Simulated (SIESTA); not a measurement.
# PtSe2 (Sudovikovite) under changes of volume

One of the cells (20.671 Å³/atom); the others are scaled copies at fixed shape and fractional positions:

```
Pt Se
1.0
     3.74866    0.00000    0.00000
    -1.87433    3.24644    0.00000
     0.00000    0.00000    5.09552
Pt Se
1 2
Direct
  0.00000 0.00000 0.00000
  0.66667 0.33333 0.75000
  0.33333 0.66667 0.25000
```

| Quantity | Value |
| --- | --- |
| Program | SIESTA 5.4.2 |
| Functional | PBEsol |
| Potentials or basis | PseudoDojo 0.4 standard (PBEsol files) |
| Basis | DZP (energy shift 0.003 Ry; two zetas on semicore shells) |
| Grid cutoff | 800 Ry |
| Energy shift | 0.003 Ry |
| k mesh | 8 × 8 × 5 |
| Occupations | fermi-dirac, width 0.05 eV |
| Spin | no spin polarisation |

```tsv
volume (Å³/atom)	energy over the lowest point (meV/atom)	pressure (GPa)	largest force (eV/Å)
19.049	?	?	?
19.455	68.34	13.4	1.600
19.860	39.07	9.8	1.253
20.671	5.84	3.6	0.649
21.076	0.00	1.0	0.387
21.481	0.33	-1.3	0.139
```

Q: What does the run at 19.049 Å³/atom give?

A: Energy over the lowest point 107.03 meV/atom; pressure 17.5 GPa; largest force 1.970 eV/Å.

Worked out: A Birch-Murnaghan fit of order 3 (a polynomial in V^(-2/3)) to the other rows has its minimum at 21.25 Å³/atom with B0 = V·E''(V) = 120 GPa and B' = 5.3 at fixed shape and positions, which overstates the stiffness. It gives 107.59 meV/atom at 19.049 Å³/atom, against the run's 107.03, and -dE/dV = 17.6 GPa, against 17.5.

Energies are extrapolated to zero smearing.

Caveats: short orbitals over semicore shells can move pressures by several GPa; the basis of atomic orbitals isn't converged, which shifts pressures, moduli and gaps; forces of over 1 eV/Å show positions far from the minimum, so gaps and moduli don't describe the material at rest (some runs).
